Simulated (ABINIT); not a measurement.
A run of ABINIT 10.8.3 (patched build) is set up as follows.

Contents of run.abi:

```
# Pseudopotentials
pp_dirpath "./"
pseudos "Ta.GGA_PBE-JTH.xml"

# Structure
acell 5.4048073095 5.4048073095 5.4048073095
rprim
    -0.5773502692     0.5773502692     0.5773502692
     0.5773502692    -0.5773502692     0.5773502692
     0.5773502692     0.5773502692    -0.5773502692
ntypat 1
znucl 73
natom 1
typat 1
xred
     0.0000000000     0.0000000000     0.0000000000

# Plane-wave basis
ecut 15.0
pawecutdg 30.0

# k points
kptopt 1
ngkpt 4 4 4
nshiftk 1
shiftk 0.0 0.0 0.0

# Exchange and correlation
ixc -116133

# Bands and occupations
nband 11
occopt 3
tsmear 0.00183747

# SCF cycle
nstep 100
tolvrs 1.0e-9

# Output
iomode 3
prtwf 0
prtden 0
prteig 0
prtebands 0
enunit 1
```

Potentials or basis: JTH PAW PBE v2.0.

Launch:

```bash
$ abinit run.abi > log 2>&1
```

Predict the band gap on the k mesh.

none (metal or under the smearing width).

Caveat: the k mesh is coarse (spacing up to 0.67 Å⁻¹), so the values aren't converged. Spin-orbit coupling is left out, which matters for the levels of Ta.
